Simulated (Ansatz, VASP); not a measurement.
# SrO: VASP beside Ansatz

```
Sr O
1.0
     3.66637    0.00000    0.00000
    -1.83319    3.17517    0.00000
     0.00000    0.00000    6.39869
Sr O
2 2
Direct
  0.33333 0.66667 0.25000
  0.66667 0.33333 0.75000
  0.00000 0.00000 0.00000
  0.00000 0.00000 0.50000
```

Change from the starting cell: mode 8 frozen in at +0.000 Å, equal normal strain along x, y and z +0.0250.

Alike in both runs: task single point; functional PBE; k mesh 9 × 9 × 4; occupations gaussian, width 0.05 eV; no spin polarisation.

|  | VASP | Ansatz |
| --- | --- | --- |
| version | VASP 6.6.1 | Ansatz 0.2.0 |
| potentials or method | VASP PAW PBE potentials, release 64 (Sr_sv, O) | scalar-relativistic, plane waves, PAW |
| plane-wave cutoff (eV) | 520 | 520 |
| valence electrons in the cell | 32 | 32 |

```tsv
	VASP	Ansatz	Ansatz less VASP
gap on the k mesh at the Fermi level (eV)	2.57	2.57	+0.004
least direct gap on the mesh (eV)	2.57	2.57	+0.004
pressure (GPa)	-4.8	-5.1	-0.38
largest component of the traceless stress (GPa)	0.56	0.55	-0.008
```

The functional is the same, so the differences come from potentials, cutoffs and numerics.

Caveats: an odd mesh through Γ misses points on the zone boundary, where band edges often lie.
